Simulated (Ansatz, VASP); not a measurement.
# Ru in VASP and in Ansatz

File INCAR:

```
SYSTEM = Ru
ALGO = Normal
EDIFF = 1E-6
ENCUT = 520
GGA = PE
ISIF = 2
ISMEAR = 0
LASPH = .True.
LCHARG = .False.
LREAL = .False.
LWAVE = .False.
NBANDS = 13
NELM = 60
PREC = Accurate
SIGMA = 0.15
```

The input KPOINTS:

```
k-points
0
Gamma
  20 20 20
  0 0 0
```

POSCAR

```
Ru
1.0
   -0.0666779414      1.8003044171      1.8003044171
    1.8003044171     -0.0666779414      1.8003044171
    1.8003044171      1.8003044171     -0.0666779414
Ru
1
Direct
    0.0000000000      0.0000000000      0.0000000000
```

Input for Ansatz:

```yaml
crystal:
  lattice:
    - [-0.0666779414, 1.8003044171, 1.8003044171]
    - [1.8003044171, -0.0666779414, 1.8003044171]
    - [1.8003044171, 1.8003044171, -0.0666779414]
  atoms:
    - { symbol: Ru, position: [0.0, 0.0, 0.0] }
basis:
  ecutwfc: 420
kpoints:
  mp_grid: { grid: [20, 20, 20] }
hamiltonian:
  xc: pbe
scf:
  occupations: { method: gaussian, width: 0.15 }
output:
  forces: true
  stress: true
  eigenvalues: true
```

Change from the starting cell: equal engineering shear yz, xz and xy -0.0350, equal normal strain along x, y and z -0.0375.

Alike in both runs: task single point; functional PBE; k mesh 20 × 20 × 20; occupations gaussian, width 0.15 eV; no spin polarisation.

|  | VASP | Ansatz |
| --- | --- | --- |
| version | VASP 6.6.1 | Ansatz 0.2.0 |
| potentials or method | VASP PAW PBE potentials, release 64 (Ru_pv) | scalar-relativistic, plane waves, PAW |
| plane-wave cutoff (eV) | 520 | 420 |
| valence electrons in the cell | 14 | 16 |

Ansatz gave:

| Quantity | Value |
| --- | --- |
| gap on the k mesh at the Fermi level (eV) | none |
| pressure (GPa) | 48.6 |
| largest component of the traceless stress (GPa) | 12.88 |

Problem. Estimate VASP's values.

Solution. gap on the k mesh at the Fermi level (eV): none; pressure (GPa): 48.6; largest component of the traceless stress (GPa): 12.90.

A gap of «none» marks a metal or a gap that the smearing closes. The two sets of potentials don't hold the same shells in valence.

Caveats: so large a pressure means that the cell lies far from this level's equilibrium, or that cutoff or potentials fall short (VASP).
